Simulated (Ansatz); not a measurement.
# TePt (P6_3/mmc) in Ansatz: a series of runs

One crystal, TePt, is run at these levels: PBEsol; tasks: band structure.

Program: Ansatz 0.2.0. These are calculated values, not measurements. Logs are shortened: lines on timing, memory, paths and dates and some standing lists are left out, and cuts for length are marked.

## 1. The cell of the first run

Symmetry: P6_3/mmc, No. 194, hexagonal system. Conventional cell: a = 4.263 Å, b = 4.263 Å, c = 5.662 Å, α = 90.00°, β = 90.00°, γ = 120.00°. Pt (site symmetry -3m) has 2 Pt at 2.83 Å and 6 Te at 2.84 Å as nearest neighbours. Te (site symmetry -6m2) is surrounded by 6 Pt at 2.84 Å.

Measurements of this composition are mostly on another form, of space group No. 166.

## 2. Band structure, PBEsol (strain_z = 0)

File input.yaml:

```yaml
crystal:
  lattice:
    - [4.2628798384, 0.0, 0.0]
    - [-2.1314399192, 3.6917622333, 0.0]
    - [0.0, 0.0, 5.661771]
  atoms:
    - { symbol: Pt, position: [0.0, 0.0, 0.0] }
    - { symbol: Pt, position: [0.0, 0.0, 0.5] }
    - { symbol: Te, position: [0.3333333333, 0.6666666667, 0.25] }
    - { symbol: Te, position: [0.6666666667, 0.3333333333, 0.75] }
kpoints:
  mp_grid: { grid: [7, 7, 5] }
  band_path:
    path:
      - [0.0, 0.0, 0.0]
      - [0.5, 0.0, 0.0]
      - [0.3333333333, 0.3333333333, 0.0]
      - [0.0, 0.0, 0.0]
      - [0.0, 0.0, 0.5]
      - [0.5, 0.0, 0.5]
      - [0.3333333333, 0.3333333333, 0.5]
      - [0.0, 0.0, 0.5]
    npoints: 10
scf:
  occupations: { method: fermi_dirac, width: 0.05 }
hamiltonian:
  xc: pbesol
  pseudopotentials: { kind: all_electron, lapw: { basis_error: 0.002 } }
output:
  forces: true
  stress: true
  eigenvalues: true
```

Potentials or basis: all-electron LAPW, scalar-relativistic.

Command:

```bash
ansatz run input.yaml --threads 2 --pin off --max-ram 8192MiB --backend cpu --events-out ev --progress --plain --runs-dir out
```

Output:

```text
Warning: RAYON_NUM_THREADS=2 ignored (pool sized by the plan → 2); use --threads N
LAPW: plane waves up to 7.918 Å⁻¹, error target 2.0e-3 eV per atom; small_component_spin mean_spin; Te in spheres of 1.415 Å, 24 of its electrons in bands, Dirac shells []; Pt in spheres of 1.415 Å, 42 of its electrons in bands, Dirac shells [] (how accurate: hamiltonian.pseudopotentials.lapw.basis_error, Limitations)
Engine: ansatz 0.2.0, aarch64-unknown-linux-gnu
Pseudopotentials: kind: all_electron
Pseudopotential: Pt, LAPW, valence charge 42, lapw/all_electron/scalar/gaussian/Pt, Koelling and Harmon's equation, gaussian nucleus
Pseudopotential: Te, LAPW, valence charge 24, lapw/all_electron/scalar/gaussian/Te, Koelling and Harmon's equation, gaussian nucleus
Functional definition: PBEsol
  exchange = pbesol_x
  correlation = pbesol_c
Crystal: 4 atoms, lattice volume = 89.102 Å³
Basis set: ecut = 238.8699873620467 eV, 747 PW (Γ), exchange–correlation at level 2
Bands: 80, of which v1, the nominal top of the filled ones, is band 66 counted from 1 (65 counted from 0)
Symmetry: 24 space group operations
Space group: P63/mmc (ITA 194), of the structure as read, at distance tolerance 4.5e-5 Å
k-points: 24 of 245
Non-local potential: Pt, projectors of the file, none
Non-local potential: Te, projectors of the file, none
Initial density: superposition of atomic densities (chi_scale 0.1, normalization cell, long waves kept (reshape's long-wave potential 0.00 eV rms))
Initial wavefunctions: plane waves of lowest kinetic energy (no species holds an atomic orbital)
Functional: x = pbesol(κ = 0.804, μ = 0.12345679012345678), c = pbesol(β = 0.046)
iter 1 solved again at ethr=1.31e-4 eV; its pass at ethr=1.00e-1 eV (dr2=1.73e-1 eV) is discarded
SCF iter   1: F=—  HF=-1371249.347088 eV  |F-HF|=—  |Δ(HF+E_count)|=         —  Δρ=1.83e-2  dr2=1.74e-1  ethr=1.31e-4  ⟨swp⟩=3.0  Hψ=12392  notcnv=0
preconditioner: auto → LDOS  [metal: Δε(μ)=0.030 eV  Ē_g=11.418 eV  σ=0.050 eV  W_gap=0.15  n_scr=34 (ndim 8)  ℏωp=22.3 eV  f_vac=0.088  D(μ)=3.02/eV (n_scr^D=22)  β→1.0]
iter 2 solved again at ethr=4.51e-6 eV; its pass at ethr=1.31e-4 eV (dr2=5.96e-3 eV) is discarded
SCF iter   2: F=—  HF=-1371249.122899 eV  |F-HF|=—  |Δ(HF+E_count)|=   2.24e-1  Δρ=3.45e-3  dr2=5.96e-3  ethr=4.51e-6  ⟨swp⟩=2.0  Hψ=9922  notcnv=0
SCF iter   3: F=—  HF=-1371248.977532 eV  |F-HF|=—  |Δ(HF+E_count)|=   1.45e-1  Δρ=2.15e-3  dr2=2.35e-3  ethr=4.51e-6  ⟨swp⟩=3.0  Hψ=6267  notcnv=0
SCF iter   4: F=—  HF=-1371248.961377 eV  |F-HF|=—  |Δ(HF+E_count)|=         —  Δρ=8.40e-4  dr2=3.70e-4  ethr=1.78e-6  ⟨swp⟩=2.0  Hψ=5578  notcnv=0
the basis was enlarged: its passes take 406.3 KiB over the memory plan, 2 of 2 planned eigensolver slots
SCF iter   5: F=—  HF=-1371248.961148 eV  |F-HF|=—  |Δ(HF+E_count)|=   2.28e-4  Δρ=2.23e-4  dr2=2.88e-5  ethr=2.81e-7  ⟨swp⟩=2.0  Hψ=5577  notcnv=0
SCF iter   6: F=—  HF=-1371248.961167 eV  |F-HF|=—  |Δ(HF+E_count)|=   1.90e-5  Δρ=4.13e-5  dr2=1.12e-6  ethr=2.18e-8  ⟨swp⟩=2.3  Hψ=5587  notcnv=0
SCF iter   7: F=-1371248.961166 eV  HF=-1371248.961166 eV  |F-HF|=2.68e-8  |Δ(HF+E_count)|=   1.40e-6  Δρ=1.17e-5  dr2=7.64e-8  ethr=8.51e-10  ⟨swp⟩=3.0  Hψ=5656  notcnv=0
SCF 1 converged in 7 iterations: F = -1371248.961166 eV  dr2 = 7.64e-8
NSCF: frozen V_eff on 71 k-points
SCF converged after 7 iterations
Free energy (F): -1371248.961166 eV
Harris-Foulkes:  -1371248.961166 eV  (|F-HF|=2.68e-8)
Internal energy: -1371248.938987 eV  (E = F + TS)
E sigma→0 (E₀):  -1371248.950076 eV
Entropy (-TS):   -0.022179 eV (-5.545 meV/atom)
Fermi energy:    18.507022 eV
--- Per-component energies (eV) ---
  E_band       = -9377.128641
  E_kinetic    = 1527660.295846
  E_xc         = -28531.405908
  E_electrostatic = -2870377.828925  (all electrons and nuclei)
  E_smearing   = -0.022179  (= −TS)
  E_closure    = 0.000000  (closes the sum)
  E_atoms      = -1371227.229492  (free atoms, spherical and without spin; not in F)
  Σ components = -1371248.961166   (vs F -1371248.961166, Δ=0.00e0)
  Basis errors (estimates in eV, not in F): energy 5.2e-4 per atom: plane waves 4.6e-4 (2.6e-4 summed), levels above the bands 3.7e-97, relativity 6.4e-8, radial functions 6.0e-5, core shells 5.3e-8; eigenvalues (radial functions only) 2.7e-6; not estimated: angular momenta, meshes, grids; target (lapw.basis_error) 2.0e-3; muffin-tin radii Te 1.415 Å, Pt 1.415 Å
--- Forces (eV/Å), atoms counted from 1 ---
  atom   1  Pt    -0.00000000     0.00000000    -0.00000000
  atom   2  Pt     0.00000000    -0.00000000     0.00000000
  atom   3  Te    -0.00000000     0.00000000     0.00000000
  atom   4  Te    -0.00000000    -0.00000000     0.00000000
  max |Σ_I F_I| component: 4.63e-18 eV/Å
--- Stress (GPa, compression-positive) ---
       -4.363980       0.000000       0.000000
        0.000000      -4.363980       0.000000
        0.000000       0.000000      -6.085583
  P = ⅓ Tr σ = -4.9378 GPa (-49.378 kbar)
--- Band table (eV; the first three rows and the last of 24) ---
  k-point 0: bands = ["-284.4422", "-284.4422", "-284.4422", "-284.4422", "-284.4132", "-284.4132", "-284.3940", "-284.3940", "-284.3940", "-284.3940", "-141.6350", "-141.6350", "-91.7495", "-91.7495", "-91.7495", "-91.7495", "-91.7134", "-91.7134", "-79.8511", "-79.8428", "-48.4009", "-48.4002", "-48.3778", "-48.3778", "-48.3704", "-48.3704", "-48.3699", "-48.3699", "-48.3508", "-48.3508", "-48.3503", "-48.3503", "-48.3406", "-48.3394", "-34.1967", "-34.0553", "-34.0553", "-34.0362", "-34.0362", "-33.9939", "-19.1902", "-19.1902", "-19.1885", "-19.1885", "-19.1615", "-19.1615", "-19.1513", "-19.1513", "-19.1474", "-19.1467", "4.7557", "7.2515", "11.5563", "12.6797", "12.6797", "13.3073", "14.5991", "14.5991", "15.2990", "15.2990", "16.6472", "16.6472", "16.9403", "16.9403", "18.6762", "18.9792", "19.8459", "20.2830", "20.6097", "20.6097", "23.1372", "23.1372", "25.9173", "25.9173", "26.2475", "26.8000", "26.9435", "28.4491", "28.4491", "28.8404"]
  k-point 1: bands = ["-284.4422", "-284.4422", "-284.4422", "-284.4422", "-284.4132", "-284.4132", "-284.3940", "-284.3940", "-284.3940", "-284.3940", "-141.6350", "-141.6350", "-91.7495", "-91.7495", "-91.7495", "-91.7495", "-91.7134", "-91.7134", "-79.8503", "-79.8436", "-48.4009", "-48.4003", "-48.3778", "-48.3778", "-48.3704", "-48.3704", "-48.3700", "-48.3700", "-48.3508", "-48.3508", "-48.3504", "-48.3504", "-48.3405", "-48.3395", "-34.1776", "-34.0534", "-34.0534", "-34.0380", "-34.0380", "-34.0135", "-19.1901", "-19.1901", "-19.1887", "-19.1887", "-19.1605", "-19.1605", "-19.1522", "-19.1522", "-19.1473", "-19.1467", "4.9170", "6.8556", "12.1411", "12.8335", "12.8335", "13.5782", "14.7282", "14.7282", "14.8105", "14.8105", "16.1478", "16.1478", "17.4393", "17.8128", "17.8128", "17.9469", "20.4267", "20.4267", "20.9250", "21.0934", "23.3134", "23.3134", "24.7876", "25.3593", "25.3593", "26.6158", "27.6975", "28.8106", "28.8106", "28.9762"]
  k-point 2: bands = ["-284.4422", "-284.4422", "-284.4422", "-284.4422", "-284.4132", "-284.4132", "-284.3940", "-284.3940", "-284.3940", "-284.3940", "-141.6350", "-141.6350", "-91.7495", "-91.7495", "-91.7495", "-91.7495", "-91.7134", "-91.7134", "-79.8482", "-79.8457", "-48.4007", "-48.4005", "-48.3778", "-48.3778", "-48.3703", "-48.3703", "-48.3701", "-48.3701", "-48.3506", "-48.3506", "-48.3505", "-48.3505", "-48.3402", "-48.3398", "-34.1272", "-34.0646", "-34.0487", "-34.0487", "-34.0428", "-34.0428", "-19.1897", "-19.1897", "-19.1892", "-19.1892", "-19.1579", "-19.1579", "-19.1547", "-19.1547", "-19.1471", "-19.1469", "5.3821", "6.0853", "13.2822", "13.2822", "13.3981", "13.9817", "13.9817", "14.1149", "15.0906", "15.0906", "15.6061", "15.6061", "16.0575", "16.4788", "18.9234", "18.9234", "19.8548", "19.8548", "22.0313", "22.1474", "23.7730", "23.7730", "23.9030", "24.4674", "24.4674", "24.6951", "28.9076", "29.8823", "29.8823", "30.4639"]
  k-point 23: bands = ["-284.4422", "-284.4422", "-284.4422", "-284.4422", "-284.4132", "-284.4132", "-284.3940", "-284.3940", "-284.3940", "-284.3940", "-141.6350", "-141.6350", "-91.7495", "-91.7495", "-91.7495", "-91.7495", "-91.7134", "-91.7134", "-79.8482", "-79.8456", "-48.4007", "-48.4005", "-48.3778", "-48.3778", "-48.3703", "-48.3703", "-48.3701", "-48.3701", "-48.3506", "-48.3506", "-48.3505", "-48.3505", "-48.3402", "-48.3398", "-34.1271", "-34.0645", "-34.0498", "-34.0494", "-34.0438", "-34.0435", "-19.1892", "-19.1887", "-19.1885", "-19.1878", "-19.1588", "-19.1574", "-19.1570", "-19.1549", "-19.1453", "-19.1453", "6.4802", "6.5621", "11.8982", "12.4505", "12.7806", "13.2162", "13.9705", "14.1739", "14.9626", "15.5010", "15.5635", "15.7492", "16.1445", "16.2468", "16.6990", "16.9982", "19.9387", "20.6584", "22.0401", "22.3487", "23.6474", "24.3331", "25.9396", "26.0915", "26.9144", "27.3254", "28.6648", "29.2383", "31.5167", "31.5312"]
```

Wall time 33 s (2 threads of Arm Neoverse V2, shared host); peak memory 0.56 GiB.

What came out:

| Item | Value |
| --- | --- |
| Free energy | -1371248.9612 eV |
| Pressure | -4.9 GPa |
| Band gap along the path | none (metal or under the smearing width) |

Stress tensor (GPa, compression positive):
```
-4.36  0.00  0.00
 0.00 -4.36  0.00
 0.00  0.00 -6.09
```

Levels at the corners of the path, in eV from the Fermi level:
```tsv
point	band 63	band 64	band 65	band 66	band 67	band 68	band 69	band 70
Γ	-1.57	-1.57	0.17	0.47	1.34	1.78	2.10	2.10
M	-2.43	-2.02	-1.85	-1.58	1.24	2.39	3.41	3.58
K	-1.94	-1.94	-1.03	-1.03	-0.42	-0.42	2.37	4.46
Γ	-1.57	-1.57	0.17	0.47	1.34	1.78	2.10	2.10
A	-2.51	-2.51	0.92	0.92	0.92	0.92	3.80	3.80
L	-2.77	-2.77	-0.40	-0.40	0.37	0.37	2.45	2.45
H	-2.20	-2.20	-1.84	-1.84	2.30	2.30	3.92	3.92
A	-2.51	-2.51	0.92	0.92	0.92	0.92	3.80	3.80
```

Caveat: spin-orbit coupling is left out, which moves the levels of the heavy elements.

## 3. Band structure, PBEsol, 21.38 Å³/atom (strain_z = -0.04)

Changes to input.yaml since step 2:

```diff
@@ -4,3 +4,3 @@
     - [-2.1314399192, 3.6917622333, 0.0]
-    - [0.0, 0.0, 5.661771]
+    - [0.0, 0.0, 5.43530016]
   atoms:
```

Potentials or basis: all-electron LAPW, scalar-relativistic.

Command:

```bash
ansatz run input.yaml --threads 2 --pin off --max-ram 8192MiB --backend cpu --events-out ev --progress --plain --runs-dir out
```

Output:

```text
Warning: RAYON_NUM_THREADS=2 ignored (pool sized by the plan → 2); use --threads N
[... 65 lines left out ...]
  k-point 23: bands = ["-283.5175", "-283.5175", "-283.5175", "-283.5175", "-283.4978", "-283.4978", "-283.4694", "-283.4694", "-283.4694", "-283.4694", "-140.6694", "-140.6694", "-90.7866", "-90.7866", "-90.7866", "-90.7866", "-90.7467", "-90.7467", "-78.9426", "-78.9379", "-47.4812", "-47.4808", "-47.4583", "-47.4583", "-47.4474", "-47.4474", "-47.4470", "-47.4470", "-47.4275", "-47.4275", "-47.4273", "-47.4273", "-47.4249", "-47.4242", "-33.2508", "-33.1536", "-33.1533", "-33.1530", "-33.1440", "-33.1437", "-18.2334", "-18.2329", "-18.2327", "-18.2317", "-18.2003", "-18.1985", "-18.1979", "-18.1950", "-18.1842", "-18.1841", "7.3121", "7.4087", "12.6298", "13.1624", "13.4856", "14.0214", "14.8244", "15.0678", "15.6581", "16.3548", "16.3799", "16.5995", "17.0938", "17.1417", "17.6462", "17.9231", "21.1244", "21.8838", "23.2665", "23.4429", "24.8522", "25.7022", "26.9592", "27.3528", "28.0301", "28.7398", "29.7368", "30.3301", "32.7049", "32.9034"]
```

It took 33 s on 2 threads of Arm Neoverse V2, shared host; peak memory 0.54 GiB.

Results:

| Property | Result |
| --- | --- |
| Free energy | -1371249.0035 eV |
| Pressure | 0.5 GPa |
| Band gap along the path | none (metal or under the smearing width) |

Caveat: spin-orbit coupling is left out, which moves the levels of the heavy elements.

## 4. Band structure, PBEsol, 21.83 Å³/atom (strain_z = -0.02)

Changes to input.yaml since step 3:

```diff
@@ -4,3 +4,3 @@
     - [-2.1314399192, 3.6917622333, 0.0]
-    - [0.0, 0.0, 5.43530016]
+    - [0.0, 0.0, 5.54853558]
   atoms:
```

Command:

```bash
ansatz run input.yaml --threads 2 --pin off --max-ram 8192MiB --backend cpu --events-out ev --progress --plain --runs-dir out
```

Wall time 31 s (2 threads of Arm Neoverse V2, shared host); peak memory 0.53 GiB.

Results (log left out):

| Quantity | Value |
| --- | --- |
| Free energy | -1371249.0074 eV |
| Pressure | -2.5 GPa |
| Band gap along the path | none (metal or under the smearing width) |

Caveat: spin-orbit coupling is left out, which moves the levels of the heavy elements.
